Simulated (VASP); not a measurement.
Wanted: the native input for a VASP 6.6.1 run.

- Task: relaxation of cell and atoms
- Functional: PBE
- Potentials or basis: VASP PAW PBE potentials, release 64 (Mn_pv, As)
- Cutoff: 600 eV
- k mesh: 12 × 12 × 12
- Occupations: gaussian, width 0.03 eV
- Spin: collinear spin, ferromagnetic start
- Starting moments: [4.0, 0.0] μB
- Further INCAR settings: ALGO = Normal; EDIFF = 1e-06; AMIX = 0.2; BMIX = 0.0001; IBRION = 2; EDIFFG = -0.01; NSW = 90; ISIF = 3

The structure of MnAs lies in POSCAR:

```
MnAs
1.0
    0.0000000000      2.4873482200      2.4873482200
    2.4873482200      0.0000000000      2.4873482200
    2.4873482200      2.4873482200      0.0000000000
Mn As
1 1
Direct
    0.0000000000      0.0000000000      0.0000000000
    0.2500000000      0.2500000000      0.2500000000
```

The cell was built by a generator and needn't be a form met in nature.

One way to write it, as run:

INCAR

```
PREC = Accurate
ENCUT = 600
EDIFF = 1E-6
ISMEAR = 0
SIGMA = 0.03
LREAL = F
LASPH = T
NELM = 150
ALGO = Normal
ISIF = 3
LWAVE = F
LCHARG = F
ISPIN = 2
MAGMOM = 4 0
LORBIT = 11
LMAXMIX = 4
GGA = PE
IBRION = 2
NSW = 90
EDIFFG = -0.01
AMIX = 0.2
BMIX = 1E-4
AMIX_MAG = 0.8
BMIX_MAG = 1E-4
```

KPOINTS

```
Automatic mesh
0
Gamma
  12 12 12
```

Potentials or basis: VASP PAW PBE potentials, release 64 (Mn_pv, As).

Command:

```bash
$ cat potpaw_PBE.64/Mn_pv/POTCAR potpaw_PBE.64/As/POTCAR > POTCAR
$ mpirun -np 1 vasp_std > vasp.out
```

It gave:

- Relaxed volume: 22.61 Å³/atom
- Relaxed cell: a = 3.999 Å, b = 3.999 Å, c = 3.999 Å, α = 60.00°, β = 60.00°, γ = 60.00°
- Space group after relaxing (to 0.05 Å): F-43m (No. 216)
- Energy gained by relaxing: 578.0 meV/atom
- Ionic steps: 4
- Pressure after relaxing: 0.0 GPa
- Band gap on the k mesh: none (metal or under the smearing width)
- Net moment: 3.70 μB per cell
- Site moments: Mn +3.64; As -0.16 μB
- Valence electrons inside the program's atomic spheres: Mn 11.51; As 2.83

Caveat: the volume moved by over 15 % at a fixed basis, so the end points are rough; a cell with one magnetic atom can't hold antiferromagnetic order, which such compounds often take.

Wall time 2.4 min on 1 thread of Intel(R) Xeon(R) Platinum 8488C (Sapphire Rapids) (shared host), peak memory 0.22 GiB.
